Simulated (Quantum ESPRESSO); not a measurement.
A run of Quantum ESPRESSO 7.5:

File pw.in:

```
&CONTROL
  calculation = 'scf'
  prefix = 'pwscf'
  outdir = './tmp'
  pseudo_dir = './pseudo'
  tprnfor = .true.
  tstress = .true.
  disk_io = 'low'
/
&SYSTEM
  ibrav = 0
  celldm(1) = 8
  nat = 4
  ntyp = 2
  ecutwfc = 84
  nbnd = 28
  occupations = 'smearing'
  smearing = 'fd'
  degauss = 0.00367493
/
&ELECTRONS
  conv_thr = 8d-10
  electron_maxstep = 120
  mixing_beta = 0.5
/
ATOMIC_SPECIES
Sn   118.7100 Sn.upf
O     15.9990 O.upf
CELL_PARAMETERS alat
  0.9008549360743   0.0000000000000   0.0000000000000
  0.0000000000000   0.9008549360743   0.0000000000000
  0.0000000000000   0.0000000000000   1.1543659664739
ATOMIC_POSITIONS crystal
Sn     0.5000000000    0.0000000000    0.7646261400
Sn     0.0000000000    0.5000000000    0.2353738600
O      0.0000000000    0.0000000000    0.0000000000
O      0.5000000000    0.5000000000    0.0000000000
K_POINTS automatic
6 6 6 1 1 1
```

File gamma.in:

```
&CONTROL
  calculation = 'bands'
  prefix = 'pwscf'
  outdir = './tmp'
  pseudo_dir = './pseudo'
  disk_io = 'low'
  verbosity = 'high'
/
&SYSTEM
  ibrav = 0
  celldm(1) = 8
  nat = 4
  ntyp = 2
  ecutwfc = 84
  nbnd = 28
  occupations = 'smearing'
  smearing = 'fd'
  degauss = 0.00367493
/
&ELECTRONS
  conv_thr = 1d-08
  electron_maxstep = 120
  mixing_beta = 0.5
  diago_full_acc = .true.
  startingwfc = 'random'
/
ATOMIC_SPECIES
Sn   118.7100 Sn.upf
O     15.9990 O.upf
CELL_PARAMETERS alat
  0.9008549360743   0.0000000000000   0.0000000000000
  0.0000000000000   0.9008549360743   0.0000000000000
  0.0000000000000   0.0000000000000   1.1543659664739
ATOMIC_POSITIONS crystal
Sn     0.5000000000    0.0000000000    0.7646261400
Sn     0.0000000000    0.5000000000    0.2353738600
O      0.0000000000    0.0000000000    0.0000000000
O      0.5000000000    0.5000000000    0.0000000000
K_POINTS crystal
1
0.0 0.0 0.0 1
```

scf2.in

```
&CONTROL
  calculation = 'scf'
  prefix = 'pwscf'
  outdir = './tmp'
  pseudo_dir = './pseudo'
  tprnfor = .true.
  tstress = .true.
  disk_io = 'low'
/
&SYSTEM
  ibrav = 0
  celldm(1) = 8
  nat = 4
  ntyp = 2
  ecutwfc = 84
  nbnd = 28
  occupations = 'fixed'
/
&ELECTRONS
  conv_thr = 1d-13
  electron_maxstep = 120
  mixing_beta = 0.5
  startingpot = 'file'
/
ATOMIC_SPECIES
Sn   118.7100 Sn.upf
O     15.9990 O.upf
CELL_PARAMETERS alat
  0.9008549360743   0.0000000000000   0.0000000000000
  0.0000000000000   0.9008549360743   0.0000000000000
  0.0000000000000   0.0000000000000   1.1543659664739
ATOMIC_POSITIONS crystal
Sn     0.5000000000    0.0000000000    0.7646261400
Sn     0.0000000000    0.5000000000    0.2353738600
O      0.0000000000    0.0000000000    0.0000000000
O      0.5000000000    0.5000000000    0.0000000000
K_POINTS automatic
6 6 6 1 1 1
```

The input ph.in:

```
dielectric of SnO
&INPUTPH
  prefix = 'pwscf'
  outdir = './tmp'
  tr2_ph = 1d-18
  fildyn = 'dyn'
  niter_ph = 90
  alpha_mix(1) = 0.7
  epsil = .true.
  trans = .false.
  zeu = .true.
/
0.0000000000 0.0000000000 0.0000000000
```

Potentials or basis: PseudoDojo 0.4.1 SR LDA standard.

Run with:

```console
$ OMP_NUM_THREADS=1 pw.x -in pw.in > pw.out
$ OMP_NUM_THREADS=1 pw.x -in gamma.in > gamma.out
$ OMP_NUM_THREADS=1 pw.x -in scf2.in > scf2.out
$ OMP_NUM_THREADS=1 ph.x -in ph.in > ph.out
```

Hardware: 1 thread of Intel(R) Xeon(R) Processor @ 2.50GHz (Skylake/Cascade Lake) (shared host).

Problem. Estimate the wall time of this run.

Solution. Wall time 23 min on 1 thread of Intel(R) Xeon(R) Processor @ 2.50GHz (Skylake/Cascade Lake) (shared host), peak memory 0.13 GiB. Counts: scf iterations 17, k pools 1, bands 28, k points 18, g dense 49833.
